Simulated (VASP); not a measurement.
Crystal: Sn.

```
Sn
1.0
     0.00000    3.23334    3.23334
     3.23334    0.00000    3.23334
     3.23334    3.23334    0.00000
Sn
2
Direct
  0.75000 0.75000 0.75000
  0.50000 0.50000 0.50000
```

This isn't the form of Sn at room conditions, which is tetragonal (white tin).

```yaml
Program: VASP 6.6.1
Task: relaxation of cell and atoms
Functional: optB86b-vdW
Potentials_or_basis: VASP PAW PBE potentials, release 64 (Sn_d)
Cutoff: 600 eV
k_mesh: 7 × 7 × 7
Occupations: fermi-dirac, width 0.05 eV
Spin: no spin polarisation
```

At the start: pressure 2.5 GPa; volume 33.80 Å³/atom.

Question: Where does the relaxation end?

Answer: Over 3 steps the energy falls by 14.9 meV/atom and the volume is 35.79 Å³/atom (+5.9 %); space group Fd-3m (No. 227, to 0.05 Å).

The path:
```csv
step,energy change (eV),largest force (eV/Å),pressure (GPa),volume (Å³)
1,0.0000,0.0000,2.55,67.61
2,-0.0267,0.0000,-0.70,73.00
3,-0.0298,0.0000,0.00,71.58
```

Final structure:
```
CELL_PARAMETERS angstrom
0.00000 3.29556 3.29556
3.29556 0.00000 3.29556
3.29556 3.29556 0.00000
ATOMIC_POSITIONS crystal
Sn 0.75000 0.75000 0.75000
Sn 0.50000 0.50000 0.50000
```

Caveat: the PAW data sets were made with another functional, which shifts forces and pressure a little.
